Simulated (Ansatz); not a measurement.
## P under changes of volume

One of the cells (20.458 Å³/atom); the others are scaled copies at fixed shape and fractional positions:

```
P
1.0
     1.64774   -5.46504    0.00000
     1.64774    5.46504    0.00000
     0.00000    0.00000    4.54364
P
4
Direct
  0.90414 0.09586 0.58882
  0.09586 0.90414 0.41118
  0.59586 0.40414 0.08882
  0.40414 0.59586 0.91118
```

| Quantity | Value |
| --- | --- |
| Program | Ansatz 0.2.0 |
| Functional | LDA |
| Potentials or basis | all-electron LAPW, scalar-relativistic |
| Cutoff | 223 eV (chosen from the basis error) |
| Basis error allowed | 0.002 eV/atom |
| k mesh | 8 × 8 × 6 |
| Occupations | fermi-dirac, width 0.05 eV |
| Spin | no spin polarisation |

```tsv
volume (Å³/atom)	energy over the lowest point (meV/atom)	pressure (GPa)	gap on the mesh (eV)	largest force (eV/Å)
19.230	?	?	?	?
19.639	0.68	1.1	0.06	0.542
20.049	0.00	-0.5	0.05	0.359
20.458	3.36	-2.0	0.02	0.197
20.867	10.36	-3.4	0.01	0.104
21.276	20.61	-4.6	0.05	0.181
21.685	33.77	-5.7	0.08	0.308
```

Task: What does the run at 19.230 Å³/atom give?

Result: Energy over the lowest point 5.88 meV/atom; pressure 3.0 GPa; gap on the mesh 0.08 eV; largest force 0.743 eV/Å.

Worked out: A Birch-Murnaghan fit of order 3 (a polynomial in V^(-2/3)) to the other rows has its minimum at 19.91 Å³/atom with B0 = V·E''(V) = 80 GPa and B' = 4.3 at fixed shape and positions, which overstates the stiffness. It gives 5.89 meV/atom at 19.230 Å³/atom, against the run's 5.88, and -dE/dV = 3.0 GPa, against 3.0.

Energies are extrapolated to zero smearing.

A mesh can miss the band edges.
